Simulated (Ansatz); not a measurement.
Input and command of a plane-wave DFT calculation in Ansatz:

```yaml
crystal:
  lattice:
    - [0.0, 3.5086536629, 3.5086536629]
    - [3.5086536629, 0.0, 3.5086536629]
    - [3.5086536629, 3.5086536629, 0.0]
  atoms:
    - { symbol: Rb, position: [0.0, 0.0, 0.0] }
basis:
  ecutwfc: 420
kpoints:
  mp_grid: { grid: [10, 10, 10] }
hamiltonian:
  xc: pbesol
scf:
  occupations: { method: gaussian, width: 0.1 }
output:
  forces: true
  stress: true
  eigenvalues: true
relax:
  adjacent_minimum: "off"
  f_tol: 0.01
  max_steps: 60
  cell: { stress_tol: 0.1 }
```

```bash
ansatz run input.yaml --threads 1 --pin off --max-ram 2560MiB --backend cpu --events-out ev --progress --plain --runs-dir out
```

Processor: AMD EPYC 9R45 96-Core Processor (Zen 5), 1 thread, on a host shared with other jobs.

Estimate time, memory and problem size.

About 1.6 s on 1 thread of AMD EPYC 9R45 96-Core Processor (Zen 5), with other jobs on the host, peak memory 0.41 GiB. It solves 9 bands at 47 k points (the mesh reduced by symmetry) with about 1687 plane waves (on the last cell), in 11 SCF iterations over 2 ionic steps.
